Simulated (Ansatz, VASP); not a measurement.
# Two plane-wave programs on Mo

```
CELL_PARAMETERS angstrom
2.60522 0.00000 0.00000
-1.30261 2.25619 0.00000
0.00000 0.00000 2.36747
ATOMIC_POSITIONS crystal
Mo 0.00000 0.00000 0.50000
```

Change from the starting cell: strain -0.050 along x and y, -0.050 along z, atoms carried along.

Alike in both runs: task single point; functional PBEsol; k mesh 24 × 24 × 24; occupations gaussian, width 0.15 eV; no spin polarisation.

|  | VASP | Ansatz |
| --- | --- | --- |
| version | VASP 6.6.1 | Ansatz 0.2.0 |
| potentials or method | VASP PAW PBE potentials, release 64 (Mo_sv) | scalar-relativistic, plane waves, PAW |
| plane-wave cutoff (eV) | 520 | 420 |
| valence electrons in the cell | 14 | 14 |

```csv
,VASP,Ansatz,Ansatz less VASP
gap on the k mesh at the Fermi level (eV),none,none,-
pressure (GPa),49.2,48.0,-1.27
largest component of the traceless stress (GPa),1.92,1.24,-0.682
```

A gap of «none» marks a metal or a gap that the smearing closes. The functional is the same, so the differences come from potentials, cutoffs and numerics.

Caveats: so large a pressure means that the cell lies far from this level's equilibrium, or that cutoff or potentials fall short (VASP); the potentials were made for another functional, which shifts forces and pressure (VASP).
